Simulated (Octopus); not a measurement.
# Sr in Octopus: the effect of functional

Sr:

```
Sr
1.0
     0.00000    3.04235    3.04235
     3.04235    0.00000    3.04235
     3.04235    3.04235    0.00000
Sr
1
Cartesian
  0.0000 0.0000 0.0000
```

Alike in all runs:

```yaml
Program: Octopus 16.4
Task: single point
Potentials_or_basis: sg15 (PBE)
Grid_spacing: 0.165 Å
k_mesh: 5 × 5 × 5
Occupations: fermi-dirac, width 0.05 eV
Spin: no spin polarisation
```

One run gave: gap on the mesh 0.54 eV. Which functional did it use?
A. TPSS
B. r2SCAN
C. TASK
D. TB-mBJ
E. HSE06

D.

```tsv
functional	gap on the mesh (eV)
LDA	0.41
r2SCAN	0.29
SCAN	0.28
TPSS	0.32
TASK	0.35
TB-mBJ	0.54
HSE06	0.34
```

Caveats: an odd mesh through Γ misses points on the zone boundary, where band edges often lie; a model potential gives levels but no total energy or forces (some runs); this version prints wrong total energies and forces for exact exchange in crystals, so they aren't listed (some runs).

Runs at the PBE level aren't shown here.
